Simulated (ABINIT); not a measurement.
# CdS (Hawleyite) (F-43m) in ABINIT: notebook

The runs below take CdS (Hawleyite) through equation of state, with PBE.

Program: ABINIT 10.8.3 (patched build). These are calculated values, not measurements. Logs are shortened: lines on timing, memory, paths and dates and some standing lists are left out, and cuts for length are marked. The log counts tension as positive stress, the text compression.

**1. The crystal as given**

It takes space group F-43m (No. 216, cubic). Conventional cell: a = 5.833 Å, b = 5.833 Å, c = 5.833 Å, α = 90.00°, β = 90.00°, γ = 90.00°. Around Cd (site symmetry -43m) lie 4 S at 2.53 Å. S (site symmetry -43m) has 4 Cd at 2.53 Å as nearest neighbours.

**2. Equation of state, PBE**

The input, run.abi:

```
ndtset 7
getwfk -1
scalecart1 3*0.9795861087
scalecart2 3*0.9864848297
scalecart3 3*0.9932883884
scalecart4 3*1.0000000000
scalecart5 3*1.0066227096
scalecart6 3*1.0131594038
scalecart7 3*1.0196128224

pp_dirpath "./"
pseudos "Cd.upf, S.upf"

acell 7.7942771716 7.7942771716 7.7942771716
rprim
     0.0000000000     0.7071067812     0.7071067812
     0.7071067812     0.0000000000     0.7071067812
     0.7071067812     0.7071067812     0.0000000000
ntypat 2
znucl 48 16
natom 2
typat 1 2
xred
     0.0000000000     0.0000000000     0.0000000000
     0.7500000000     0.7500000000     0.7500000000

ecut 53.0

kptopt 1
ngkpt 6 6 6
nshiftk 1
shiftk 0.0 0.0 0.0

ixc 11

nband 17
occopt 3
tsmear 0.00183747

nstep 100
tolvrs 1.0e-10

iomode 3
prtwf 1
prtden 0
prteig 0
prtebands 0
enunit 1
```

Potentials or basis: PseudoDojo NC SR PBE v0.4.1 standard.

Run with:

```bash
$ abinit run.abi > log 2>&1
```

run.abo:

```text
.Version 10.8.3 of ABINIT
 DATASET    1 : space group F-4 3 m (#216); Bravais cF (face-center cubic)
================================================================================
 Values of the parameters that define the memory need for DATASET  1.
     intxc =       0    ionmov =       0      iscf =       7    lmnmax =       6
     lnmax =       6     mgfft =      54  mpssoang =       3    mqgrid =    3001
     natom =       2  nloc_mem =       1    nspden =       1   nspinor =       1
    nsppol =       1      nsym =      24    n1xccc =    2501    ntypat =       2
    occopt =       3   xclevel =       2
       mpw =        5832          nfft =      157464          nkpt =          16
================================================================================
================================================================================
[... 61 lines left out ...]
 DATASET    7 : space group F-4 3 m (#216); Bravais cF (face-center cubic)
================================================================================
 Values of the parameters that define the memory need for DATASET  7.
     intxc =       0    ionmov =       0      iscf =       7    lmnmax =       6
     lnmax =       6     mgfft =      54  mpssoang =       3    mqgrid =    3001
     natom =       2  nloc_mem =       1    nspden =       1   nspinor =       1
    nsppol =       1      nsym =      24    n1xccc =    2501    ntypat =       2
    occopt =       3   xclevel =       2
       mpw =        6574          nfft =      157464          nkpt =          16
================================================================================
================================================================================

--------------------------------------------------------------------------------
------------- Echo of variables that govern the present computation ------------
--------------------------------------------------------------------------------
 -outvars: echo values of preprocessed input variables --------
            acell      7.7942771716E+00  7.7942771716E+00  7.7942771716E+00 Bohr
              amu      1.12411000E+02  3.20660000E+01
             ecut      5.30000000E+01 Hartree
           enunit           1
           getwfk          -1
              ixc          11
           jdtset        1    2    3    4    5    6    7
         kptrlatt        6    0    0      0    6    0      0    0    6
          kptrlen1     4.58109939E+01
          kptrlen2     4.61336171E+01
          kptrlen3     4.64517901E+01
          kptrlen4     4.67656630E+01
          kptrlen5     4.70753784E+01
          kptrlen6     4.73810713E+01
          kptrlen7     4.76828697E+01
            natom           2
            nband          17
           ndtset           7
            ngfft          54      54      54
             nkpt          16
            nstep         100
             nsym          24
           ntypat           2
           occopt           3
           prtden           0
        prtebands           0
           prteig           0
            rprim1     0.0000000000E+00  6.9267198023E-01  6.9267198023E-01
                       6.9267198023E-01  0.0000000000E+00  6.9267198023E-01
                       6.9267198023E-01  6.9267198023E-01  0.0000000000E+00
            rprim2     0.0000000000E+00  6.9755011263E-01  6.9755011263E-01
                       6.9755011263E-01  0.0000000000E+00  6.9755011263E-01
                       6.9755011263E-01  6.9755011263E-01  0.0000000000E+00
            rprim3     0.0000000000E+00  7.0236095512E-01  7.0236095512E-01
                       7.0236095512E-01  0.0000000000E+00  7.0236095512E-01
                       7.0236095512E-01  7.0236095512E-01  0.0000000000E+00
            rprim4     0.0000000000E+00  7.0710678120E-01  7.0710678120E-01
                       7.0710678120E-01  0.0000000000E+00  7.0710678120E-01
                       7.0710678120E-01  7.0710678120E-01  0.0000000000E+00
            rprim5     0.0000000000E+00  7.1178974407E-01  7.1178974407E-01
                       7.1178974407E-01  0.0000000000E+00  7.1178974407E-01
                       7.1178974407E-01  7.1178974407E-01  0.0000000000E+00
            rprim6     0.0000000000E+00  7.1641188486E-01  7.1641188486E-01
                       7.1641188486E-01  0.0000000000E+00  7.1641188486E-01
                       7.1641188486E-01  7.1641188486E-01  0.0000000000E+00
            rprim7     0.0000000000E+00  7.2097514092E-01  7.2097514092E-01
                       7.2097514092E-01  0.0000000000E+00  7.2097514092E-01
                       7.2097514092E-01  7.2097514092E-01  0.0000000000E+00
          spgroup         216
           tolvrs      1.00000000E-10
           tsmear      1.83747000E-03 Hartree
            typat      1  2
           xangst1     0.0000000000E+00  0.0000000000E+00  0.0000000000E+00
                       4.2854443262E+00  4.2854443262E+00  4.2854443262E+00
           xangst2     0.0000000000E+00  0.0000000000E+00  0.0000000000E+00
                       4.3156245059E+00  4.3156245059E+00  4.3156245059E+00
           xangst3     0.0000000000E+00  0.0000000000E+00  0.0000000000E+00
                       4.3453883743E+00  4.3453883743E+00  4.3453883743E+00
           xangst4     0.0000000000E+00  0.0000000000E+00  0.0000000000E+00
                       4.3747499971E+00  4.3747499971E+00  4.3747499971E+00
           xangst5     0.0000000000E+00  0.0000000000E+00  0.0000000000E+00
                       4.4037226959E+00  4.4037226959E+00  4.4037226959E+00
           xangst6     0.0000000000E+00  0.0000000000E+00  0.0000000000E+00
                       4.4323190989E+00  4.4323190989E+00  4.4323190989E+00
           xangst7     0.0000000000E+00  0.0000000000E+00  0.0000000000E+00
                       4.4605511919E+00  4.4605511919E+00  4.4605511919E+00
            xcart1     0.0000000000E+00  0.0000000000E+00  0.0000000000E+00
                       8.0983161044E+00  8.0983161044E+00  8.0983161044E+00
            xcart2     0.0000000000E+00  0.0000000000E+00  0.0000000000E+00
                       8.1553483784E+00  8.1553483784E+00  8.1553483784E+00
            xcart3     0.0000000000E+00  0.0000000000E+00  0.0000000000E+00
                       8.2115939381E+00  8.2115939381E+00  8.2115939381E+00
            xcart4     0.0000000000E+00  0.0000000000E+00  0.0000000000E+00
                       8.2670793639E+00  8.2670793639E+00  8.2670793639E+00
            xcart5     0.0000000000E+00  0.0000000000E+00  0.0000000000E+00
                       8.3218298298E+00  8.3218298298E+00  8.3218298298E+00
            xcart6     0.0000000000E+00  0.0000000000E+00  0.0000000000E+00
                       8.3758691995E+00  8.3758691995E+00  8.3758691995E+00
            xcart7     0.0000000000E+00  0.0000000000E+00  0.0000000000E+00
                       8.4292201232E+00  8.4292201232E+00  8.4292201232E+00
             xred      0.0000000000E+00  0.0000000000E+00  0.0000000000E+00
                       7.5000000000E-01  7.5000000000E-01  7.5000000000E-01
            znucl       48.00000   16.00000

================================================================================

 chkinp: Checking input parameters for consistency, jdtset=   1.

 chkinp: Checking input parameters for consistency, jdtset=   2.
[... 33 lines left out ...]
 getcut: wavevector=  0.0000  0.0000  0.0000  ngfft=  54  54  54
         ecut(hartree)=     53.000   => boxcut(ratio)=   2.15884

--- Pseudopotential description ------------------------------------------------
- pspini: atom type   1  psp file is ./Cd.upf
12 -101130 2 -1 1368                          pspcod,pspxc,lmax,lloc,mmax
     nproj     2     2     2

- pspini: atom type   2  psp file is ./S.upf
12 -101130 2 -1 1146                          pspcod,pspxc,lmax,lloc,mmax
     nproj     2     2     2

   8.36751541E+02                                ecore*ucvol(ha*bohr**3)
--------------------------------------------------------------------------------

================================================================================

--- !BeginCycle
iteration_state: {dtset: 1, }
solver: {iscf: 7, nstep: 100, nline: 4, wfoptalg: 0, }
tolerances: {tolvrs: 1.00E-10, }
...
[... 1026 lines left out ...]
-Cartesian components of stress tensor (GPa)         [Pressure= -5.1396E-01 GPa]
- sigma(1 1)=  5.13961884E-01  sigma(3 2)=  0.00000000E+00
- sigma(2 2)=  5.13961884E-01  sigma(3 1)=  0.00000000E+00
- sigma(3 3)=  5.13961884E-01  sigma(2 1)=  0.00000000E+00

== END DATASET(S) ==============================================================
================================================================================

 -outvars: echo values of variables after computation  --------
            acell      7.7942771716E+00  7.7942771716E+00  7.7942771716E+00 Bohr
           etotal1    -1.8641429929E+02
           etotal2    -1.8641582738E+02
           etotal3    -1.8641698074E+02
           etotal4    -1.8641779753E+02
           etotal5    -1.8641831202E+02
           etotal6    -1.8641855471E+02
           etotal7    -1.8641855277E+02
            fcart1    -6.0394501145E-30 -6.4290920573E-30  1.8897634229E-29
                       6.0394501145E-30  6.4290920573E-30 -1.8897634229E-29
            fcart2     1.9345854245E-31  1.9345854245E-31 -5.8037562734E-31
                      -1.9345854245E-31 -1.9345854245E-31  5.8037562734E-31
            fcart3    -6.1482701549E-30 -6.1482701549E-30  1.8444810465E-29
                       6.1482701549E-30  6.1482701549E-30 -1.8444810465E-29
            fcart4     6.1070053536E-30  6.1070053536E-30 -1.8321016061E-29
                      -6.1070053536E-30 -6.1070053536E-30  1.8321016061E-29
            fcart5     4.7397082214E-32  4.7397082214E-32 -1.4219124664E-31
                      -4.7397082214E-32 -4.7397082214E-32  1.4219124664E-31
[... 38 lines left out ...]
                       0.0000000000E+00  0.0000000000E+00  0.0000000000E+00
           xangst1     0.0000000000E+00  0.0000000000E+00  0.0000000000E+00
                       4.2854443262E+00  4.2854443262E+00  4.2854443262E+00
           xangst2     0.0000000000E+00  0.0000000000E+00  0.0000000000E+00
                       4.3156245059E+00  4.3156245059E+00  4.3156245059E+00
           xangst3     0.0000000000E+00  0.0000000000E+00  0.0000000000E+00
                       4.3453883743E+00  4.3453883743E+00  4.3453883743E+00
           xangst4     0.0000000000E+00  0.0000000000E+00  0.0000000000E+00
                       4.3747499971E+00  4.3747499971E+00  4.3747499971E+00
           xangst5     0.0000000000E+00  0.0000000000E+00  0.0000000000E+00
                       4.4037226959E+00  4.4037226959E+00  4.4037226959E+00
           xangst6     0.0000000000E+00  0.0000000000E+00  0.0000000000E+00
                       4.4323190989E+00  4.4323190989E+00  4.4323190989E+00
           xangst7     0.0000000000E+00  0.0000000000E+00  0.0000000000E+00
                       4.4605511919E+00  4.4605511919E+00  4.4605511919E+00
             xred      0.0000000000E+00  0.0000000000E+00  0.0000000000E+00
                       7.5000000000E-01  7.5000000000E-01  7.5000000000E-01
 Calculation completed.
```

It took 7.4 min on 1 thread of Arm Neoverse V1, shared host; peak memory 0.17 GiB.

What came out:

| Property | Result |
| --- | --- |
| Equilibrium volume | 26.04 Å³/atom |
| Bulk modulus | 54 GPa |
| Pressure derivative of the bulk modulus | 4.5 |

Energy against volume, from the lowest point:
| volume (Å³/atom) | energy (meV/atom) |
| --- | --- |
| 23.319 | 57.90 |
| 23.815 | 37.11 |
| 24.312 | 21.41 |
| 24.808 | 10.30 |
| 25.304 | 3.30 |
| 25.800 | 0.00 |
| 26.296 | 0.03 |

Caveat: pressures at fixed basis lie under the slope of the energies. Zero-point motion and thermal expansion aren't in these numbers.

**3. Equation of state, PBE**

Edit run.abi of step 2 so:

```diff
@@ -26,3 +26,3 @@
 
-ecut 53.0
+ecut 60.0
```

Potentials or basis: PseudoDojo NC SR PBE v0.4 stringent.

Run with:

```bash
$ abinit run.abi > log 2>&1
```

run.abo:

```text
.Version 10.8.3 of ABINIT
 DATASET    1 : space group F-4 3 m (#216); Bravais cF (face-center cubic)
================================================================================
 Values of the parameters that define the memory need for DATASET  1.
     intxc =       0    ionmov =       0      iscf =       7    lmnmax =       6
     lnmax =       6     mgfft =      54  mpssoang =       3    mqgrid =    3001
     natom =       2  nloc_mem =       1    nspden =       1   nspinor =       1
    nsppol =       1      nsym =      24    n1xccc =    2501    ntypat =       2
    occopt =       3   xclevel =       2
       mpw =        7010          nfft =      157464          nkpt =          16
================================================================================
================================================================================
[... 61 lines left out ...]
 DATASET    7 : space group F-4 3 m (#216); Bravais cF (face-center cubic)
================================================================================
[... 1218 lines left out ...]
                      -1.7175952557E-30 -1.7175952557E-30  5.1527857671E-30
            fcart5    -3.7917665771E-31  3.7917665771E-31 -3.7917665771E-31
                       3.7917665771E-31 -3.7917665771E-31  3.7917665771E-31
[... 38 lines left out ...]
                       0.0000000000E+00  0.0000000000E+00  0.0000000000E+00
           xangst1     0.0000000000E+00  0.0000000000E+00  0.0000000000E+00
                       4.2854443262E+00  4.2854443262E+00  4.2854443262E+00
           xangst2     0.0000000000E+00  0.0000000000E+00  0.0000000000E+00
                       4.3156245059E+00  4.3156245059E+00  4.3156245059E+00
           xangst3     0.0000000000E+00  0.0000000000E+00  0.0000000000E+00
                       4.3453883743E+00  4.3453883743E+00  4.3453883743E+00
           xangst4     0.0000000000E+00  0.0000000000E+00  0.0000000000E+00
                       4.3747499971E+00  4.3747499971E+00  4.3747499971E+00
           xangst5     0.0000000000E+00  0.0000000000E+00  0.0000000000E+00
                       4.4037226959E+00  4.4037226959E+00  4.4037226959E+00
           xangst6     0.0000000000E+00  0.0000000000E+00  0.0000000000E+00
                       4.4323190989E+00  4.4323190989E+00  4.4323190989E+00
           xangst7     0.0000000000E+00  0.0000000000E+00  0.0000000000E+00
                       4.4605511919E+00  4.4605511919E+00  4.4605511919E+00
             xred      0.0000000000E+00  0.0000000000E+00  0.0000000000E+00
                       7.5000000000E-01  7.5000000000E-01  7.5000000000E-01
 Calculation completed.
```

It took 8.5 min on 1 thread of Arm Neoverse V1, shared host; peak memory 0.19 GiB.

Results:

* Equilibrium volume: 26.03 Å³/atom
* Bulk modulus: 54 GPa
* Pressure derivative of the bulk modulus: 4.5

Energy against volume, from the lowest point:
| volume (Å³/atom) | energy (meV/atom) |
| --- | --- |
| 23.319 | 57.55 |
| 23.815 | 36.84 |
| 24.312 | 21.23 |
| 24.808 | 10.18 |
| 25.304 | 3.25 |
| 25.800 | 0.00 |
| 26.296 | 0.08 |

Caveat: pressures at fixed basis lie under the slope of the energies.

**4. Equation of state, PBE**

Edit run.abi of step 3 so:

```diff
@@ -26,3 +26,3 @@
 
-ecut 60.0
+ecut 51.0
```

Potentials or basis: PseudoDojo NC SR PBE v0.5 standard.

Run with:

```bash
$ abinit run.abi > log 2>&1
```

Run time: 6.7 min. Hardware: 1 thread of Arm Neoverse V1, shared host; peak memory 0.16 GiB.

Results (log left out):

```yaml
Equilibrium_volume: 26.04 Å³/atom
Bulk_modulus: 53 GPa
Pressure_derivative_of_the_bulk_modulus: 4.5
```

Energy against volume, from the lowest point:
| volume (Å³/atom) | energy (meV/atom) |
| --- | --- |
| 23.319 | 57.93 |
| 23.815 | 37.13 |
| 24.312 | 21.43 |
| 24.808 | 10.31 |
| 25.304 | 3.31 |
| 25.800 | 0.00 |
| 26.296 | 0.02 |

Caveat: pressures at fixed basis lie under the slope of the energies. PBE usually gives volumes a little too large and moduli too small.

(Continued in part 2 of 2.)
